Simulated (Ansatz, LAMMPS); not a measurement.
# Relaxing amorphous TiO2 at 3.19 g/cm^3 (84 atoms), part 2 of 4

Aim: bring amorphous TiO2 at 3.19 g/cm^3 (84 atoms) to a nearby minimum of the energy and see what moves.

Ansatz 0.2.0; Kohn-Sham DFT, PBE, PAW (set soft_2), plane waves.

The cell: 28 Ti and 56 O. The quench rate of 50 K/ps far exceeds what a furnace or splat quench reaches. The starting topology of bonds comes from the classical model. Only the Γ point is sampled in the main run, in a cell whose shortest periodic width is 11 Å.

So far. Step 3 (Single point at the start): Neighbours are counted within 2.64 Å (O-Ti).

### 4. Relaxation

With the cell held, the atoms are moved downhill towards a nearby minimum.

input.yaml reads:

```yaml
crystal:
  lattice:
    - [10.5139, 0.0, 0.0]
    - [0.0, 10.5139, 0.0]
    - [0.0, 0.0, 10.5139]
  atoms:
    [... the 84 atom lines of step 3 ...]
kpoints:
  mp_grid: { grid: [1, 1, 1] }
hamiltonian:
  xc: pbe
scf:
  occupations: { method: fermi_dirac, width: 0.025 }
output:
  forces: true
relax:
  f_tol: 0.04
  max_steps: 250
```

On the command line:

```console
$ ansatz run input.yaml --threads 4 --pin off --max-ram 8192MiB --backend cpu --events-out ev --progress --plain --runs-dir out
```

Numbers of over 12 decimals in the logs are rounded to 6 here.

Log:

```text
[...]
Crystal: 84 atoms, lattice volume = 1162.229 Å³
Basis set: ecut = 420 eV, 22743 PW (Γ), exchange–correlation on 144×144×144 points (8 copies of the dense FFT grid, shifted against one another)
Bands: 420, of which v1, the nominal top of the filled ones, is band 336 counted from 1 (335 counted from 0)
Symmetry: 1 space group operations
[...]
k-points: 1
[...]
SCF iter   1: F=—  HF=-101873.404542 eV  |F-HF|=—  |Δ(HF+E_count)|=         —  Δρ=4.17e-3  dr2=2.06e-1  ethr=1.77e-3  ⟨swp⟩=5.0  Hψ=1540  notcnv=0  defer=47
[...]
SCF iter   7: F=-101873.394277 eV  HF=-101873.394276 eV  |F-HF|=1.02e-6  |Δ(HF+E_count)|=   2.71e-5  Δρ=4.33e-5  dr2=2.46e-5  ethr=5.95e-9  ⟨swp⟩=2.0  Hψ=1268  notcnv=0
SCF 1 converged in 7 iterations: F = -101873.394277 eV  dr2 = 2.46e-5
[...]
relax step   1: F+E_penalty+E_count = -101873.39427733 eV  Δ(F+E_penalty+E_count) = +0.000e0 eV  max|allowed force component| = 1.330e0 eV/Å  Δτ_max = 0.0000 Å  (7 SCF iters, dr2 threshold 4.00e-5 eV, accepted)
[...]
relax step   2: F+E_penalty+E_count = -101875.53752520 eV  Δ(F+E_penalty+E_count) = -2.143e0 eV  max|allowed force component| = 7.771e-1 eV/Å  Δτ_max = 0.1221 Å  (7 SCF iters, dr2 threshold 1.00e-4 eV, accepted)
[...]
relax step   3: F+E_penalty+E_count = -101876.43334886 eV  Δ(F+E_penalty+E_count) = -8.958e-1 eV  max|allowed force component| = 4.996e-1 eV/Å  Δτ_max = 0.1391 Å  (8 SCF iters, dr2 threshold 3.77e-5 eV, accepted)
relax step   4: F+E_penalty+E_count = -101876.84246434 eV  Δ(F+E_penalty+E_count) = -4.091e-1 eV  max|allowed force component| = 3.653e-1 eV/Å  Δτ_max = 0.2000 Å  (8 SCF iters, dr2 threshold 8.52e-5 eV, accepted)
relax step   5: F+E_penalty+E_count = -101876.97434378 eV  Δ(F+E_penalty+E_count) = -1.319e-1 eV  max|allowed force component| = 1.500e-1 eV/Å  Δτ_max = 0.2000 Å  (7 SCF iters, dr2 threshold 5.52e-5 eV, accepted)
relax step   6: F+E_penalty+E_count = -101876.96712517 eV  Δ(F+E_penalty+E_count) = +7.219e-3 eV  max|allowed force component| = 6.601e-1 eV/Å  Δτ_max = 0.1822 Å  (10 SCF iters, dr2 threshold 3.79e-6 eV, rejected (line search))
relax step   7: F+E_penalty+E_count = -101877.00850142 eV  Δ(F+E_penalty+E_count) = -3.416e-2 eV  max|allowed force component| = 7.462e-2 eV/Å  Δτ_max = 0.0911 Å  (12 SCF iters, accepted)
relax step   8: F+E_penalty+E_count = -101877.01591667 eV  Δ(F+E_penalty+E_count) = -7.415e-3 eV  max|allowed force component| = 1.128e-1 eV/Å  Δτ_max = 0.1000 Å  (11 SCF iters, accepted)
relax step   9: F+E_penalty+E_count = -101877.01783545 eV  Δ(F+E_penalty+E_count) = -1.919e-3 eV  max|allowed force component| = 1.866e-1 eV/Å  Δτ_max = 0.0330 Å  (8 SCF iters, dr2 threshold 3.15e-6 eV, accepted)
relax step  10: F+E_penalty+E_count = -101877.02444371 eV  Δ(F+E_penalty+E_count) = -6.608e-3 eV  max|allowed force component| = 6.645e-2 eV/Å  Δτ_max = 0.0182 Å  (6 SCF iters, dr2 threshold 3.48e-5 eV, accepted)
relax step  11: F+E_penalty+E_count = -101877.02421223 eV  Δ(F+E_penalty+E_count) = +2.315e-4 eV  max|allowed force component| = 4.301e-2 eV/Å  Δτ_max = 0.0213 Å  (9 SCF iters, rejected (line search))
[...]
relax step  12: F+E_penalty+E_count = -101877.02519421 eV  Δ(F+E_penalty+E_count) = -7.505e-4 eV  max|allowed force component| = 3.943e-2 eV/Å  Δτ_max = 0.0107 Å  (8 SCF iters, accepted)
SCF converged after 8 iterations
Free energy (F): -101877.025194 eV
[...]
Internal energy: -101877.025194 eV  (E = F + TS)
E sigma→0 (E₀):  -101877.025194 eV
Fermi energy:    6.275578 eV
[...]
--- Forces (eV/Å), atoms counted from 1 ---
  atom   1  Ti     0.01160040    -0.01739446    -0.00387089
  atom   2  Ti     0.01951431    -0.00444640    -0.02274227
  atom   3  Ti     0.01635834    -0.01325685     0.00505940
  atom   4  Ti     0.00558359     0.00901024    -0.00323482
  atom   5  Ti    -0.00994293     0.01437790     0.00176881
  atom   6  Ti     0.01253444    -0.01134376    -0.01619441
  atom   7  Ti     0.00425979     0.00326259     0.00060616
  atom   8  Ti     0.00032597    -0.00495109    -0.00287991
  atom   9  Ti    -0.01130273     0.01688138     0.01100565
  atom  10  Ti    -0.01756416    -0.01964678     0.00028573
  atom  11  Ti    -0.00261321    -0.01445738     0.00867450
  atom  12  Ti    -0.01684430     0.00422351    -0.00024839
  atom  13  Ti    -0.00732100     0.00209496     0.01823620
  atom  14  Ti    -0.00821873    -0.00024291    -0.00996829
[...]
atom  83  O      0.00254428    -0.00117156     0.00171999
  atom  84  O      0.00618933    -0.01237592     0.01341979
  max |Σ_I F_I| component: 1.08e-4 eV/Å
--- Relaxed structure (12 steps of the walk, 10 accepted, 0 SCFs on fresh bases) ---
  F+E_penalty+E_count = -101877.02519421 eV   max|allowed force component| = 3.943e-2 eV/Å
  atoms:
    - { symbol: Ti, position: [0.117081, 0.082302, 0.904097] }
    - { symbol: Ti, position: [0.901324, 0.766006, 0.109030] }
    - { symbol: Ti, position: [0.912692, 0.583495, 0.351842] }
    - { symbol: Ti, position: [0.056879, 0.438741, 0.766465] }
[...]
- { symbol: O, position: [0.425234, 0.162693, 0.066704] }
```

Elapsed: 2.6 min, on 4 threads of Arm Neoverse V1, shared host; peak memory 1.6 GiB; 10 min of CPU time.

Step by step:

| step | energy less that of the first step (eV) | largest force component (eV/Å) |
| --- | --- | --- |
| 1 | 0.0000 | 1.3301 |
| 2 | -2.1432 | 0.7771 |
| 3 | -3.0391 | 0.4996 |
| 4 | -3.4482 | 0.3653 |
| 5 | -3.5801 | 0.1500 |
| 6 | -3.5728 | 0.6601 |
| 7 | -3.6142 | 0.0746 |
| 8 | -3.6216 | 0.1128 |
| 9 | -3.6236 | 0.1866 |
| 10 | -3.6302 | 0.0665 |
| 11 | -3.6299 | 0.0430 |
| 12 | -3.6309 | 0.0394 |

Relaxation steps 6, 11 were tried and not accepted.

The atoms that moved most (Å):

| atom | dx | dy | dz | length |
| --- | --- | --- | --- | --- |
| O36 | 0.064 | 0.096 | -0.541 | 0.553 |
| O58 | -0.105 | 0.327 | 0.144 | 0.372 |
| O44 | 0.276 | -0.039 | 0.208 | 0.348 |
| O64 | -0.310 | 0.113 | -0.018 | 0.330 |
| Ti2 | -0.095 | -0.081 | 0.291 | 0.317 |
| O72 | 0.109 | 0.245 | 0.159 | 0.312 |
| O56 | 0.109 | 0.202 | -0.206 | 0.309 |
| O67 | 0.185 | 0.217 | 0.007 | 0.285 |

The relaxation changed the energy by -43.2 meV/atom, and atoms moved by 0.20 Å r.m.s., 0.55 Å at most.

### 5. Distances and neighbours after relaxation

Bonds before and after, by the cutoffs listed below:

| pair | bonds before | bonds after | mean before (Å) | mean after (Å) | spread before (Å) | spread after (Å) |
| --- | --- | --- | --- | --- | --- | --- |
| O-Ti | 125 | 129 | 1.859 | 1.891 | 0.163 | 0.122 |

Density 3.19 g/cm³, 13.84 Å³ an atom.

Pair distribution functions g(r), in bins of 0.2 Å:

| r (Å) | total | O-O | O-Ti | Ti-Ti |
| --- | --- | --- | --- | --- |
| 1.70 | 0.92 | 0.00 | 2.07 | 0.00 |
| 1.90 | 3.32 | 0.00 | 7.45 | 0.00 |
| 2.10 | 0.46 | 0.00 | 1.03 | 0.00 |
| 2.30 | 0.07 | 0.00 | 0.17 | 0.00 |
| 2.50 | 0.23 | 0.46 | 0.05 | 0.00 |
| 2.70 | 0.93 | 2.01 | 0.08 | 0.00 |
| 2.90 | 1.57 | 3.35 | 0.11 | 0.27 |
| 3.10 | 1.04 | 1.92 | 0.16 | 1.08 |
| 3.30 | 0.84 | 0.89 | 0.52 | 1.93 |
| 3.50 | 0.96 | 0.80 | 0.62 | 3.00 |
| 3.70 | 0.97 | 0.78 | 1.02 | 1.50 |
| 3.90 | 1.01 | 0.63 | 1.48 | 0.62 |
| 4.10 | 1.15 | 0.63 | 1.86 | 0.41 |
| 4.30 | 1.15 | 0.62 | 1.73 | 0.96 |
| 4.50 | 1.05 | 0.50 | 1.58 | 1.09 |
| 4.70 | 1.12 | 0.81 | 1.31 | 1.56 |
| 4.90 | 0.89 | 1.03 | 0.74 | 0.94 |
| 5.10 | 0.94 | 1.17 | 0.76 | 0.68 |

Bonds by pair of elements; cutoffs follow the first minimum of g(r), held within bounds set by covalent radii, and pairs that aren't listed don't count as bonded:

| pair A-B | cutoff (Å) | bonds | mean length (Å) | spread (Å) | shortest (Å) | B about A | A about B |
| --- | --- | --- | --- | --- | --- | --- | --- |
| O-Ti | 2.64 | 129 | 1.89 | 0.122 | 1.72 | 2.30 | 4.61 |

How many atoms have how many bonded neighbours:

| element | mean | 2 | 3 | 4 | 5 | 6 |
| --- | --- | --- | --- | --- | --- | --- |
| O | 2.30 | 40 | 15 | 1 | 0 | 0 |
| Ti | 4.61 | 0 | 0 | 14 | 11 | 3 |

Bond angles (no mean is given where the spread exceeds 20°):

| angle | count | mean (°) | spread (°) |
| --- | --- | --- | --- |
| O-Ti-O | 239 | - | - |
| Ti-O-Ti | 91 | - | - |

Bond length by coordination (bonds to H left out):

| element | coordination | atoms | mean bond length (Å) |
| --- | --- | --- | --- |
| O | 2 | 40 | 1.83 |
| O | 3 | 15 | 1.99 |
| O | 4 | 1 | 2.08 |
| Ti | 4 | 14 | 1.83 |
| Ti | 5 | 11 | 1.92 |
| Ti | 6 | 3 | 2.00 |

Rings of the network by King's shortest-path rule, up to 12 atoms, one path for each pair of neighbours; H, halogens, alkali and alkaline-earth atoms are left out, and the last column divides by all other atoms, bonded or not:

| ring size (atoms) | rings | per network atom |
| --- | --- | --- |
| 4 | 10 | 0.119 |
| 6 | 9 | 0.107 |
| 8 | 30 | 0.357 |
| 10 | 50 | 0.595 |
| 12 | 24 | 0.286 |

First main peaks of g(r), for some of the pairs, lie near 2.9 Å (O-O), 1.8 Å (O-Ti) and 3.5 Å (Ti-Ti). With the cutoffs above, 71 % of O atoms have 2 and 50 % of Ti atoms have 4 bonded neighbours. Bonds at O atoms with 2 neighbours average 1.83 Å, against 1.99 Å at those with 3. Rings of 10 atoms are the most common (41 % of those counted); sizes run from 4 to 12, where the search stops.

(Continued in part 3 of 4.)

[Logs are printed without paths, hosts, clocks, repeated set-up lines and the standing remarks that a program may print on its own settings, such as how far it seeks lower states.]

[Hosts, paths, dates, database ids (printed as entryN), source tags and the programs' standing remarks are cut or masked in the printed files.]
